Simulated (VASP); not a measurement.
Set up this calculation in VASP 6.6.1, as the native input.

```
Task                   : single point
Functional             : PBEsol
Potentials or basis    : VASP PAW PBE potentials, release 64 (H)
Cutoff                 : 520 eV
k mesh                 : 8 × 8 × 4
Occupations            : gaussian, width 0.02 eV
Spin                   : no spin polarisation
Dipole correction      : no
Further INCAR settings : ALGO = Fast; EDIFF = 1e-07; NBANDS = 10
```

The structure of H lies in POSCAR:

```
H
1.0
    1.6292110666     -2.7136044539      0.0000000000
    1.6292110666      2.7136044539      0.0000000000
    0.0000000000      0.0000000000      6.4452844204
H
4
Direct
    0.5635039438      0.4364960562      0.9965648745
    0.4364960562      0.5635039438      0.0034351255
    0.4364960562      0.5635039438      0.4965648745
    0.5635039438      0.4364960562      0.5034351255
```

The cell isn't the ideal one: strained and moved within the space group.

One way to write it, as run:

INCAR

```
ALGO = Fast ; EDIFF = 1E-7
ENCUT = 520 ; GGA = PS
ISIF = 2 ; ISMEAR = 0
LASPH = True ; LCHARG = True
LELF = True ; LREAL = False
LVHAR = True ; LWAVE = False
NBANDS = 10 ; NELM = 100
PREC = Accurate ; SIGMA = 0.02
```

KPOINTS

```
k-points
0
Gamma
  8 8 4
```

Potentials or basis: VASP PAW PBE potentials, release 64 (H).

The run is started by

```console
$ cat potpaw_PBE.64/H/POTCAR > POTCAR
$ mpirun -np 1 vasp_std > vasp.out
```

It gave:

| Quantity | Value |
| --- | --- |
| Pressure | 3.6 GPa |
| Largest force | 2.833 eV/Å |
| Band gap on the k mesh | 8.88 eV |

Caveat: the PAW data sets were made with another functional, which shifts forces and pressure a little.

Wall time 17 s on 1 thread of Intel(R) Xeon(R) Platinum 8488C (Sapphire Rapids), with other jobs on the host, peak memory 0.16 GiB.
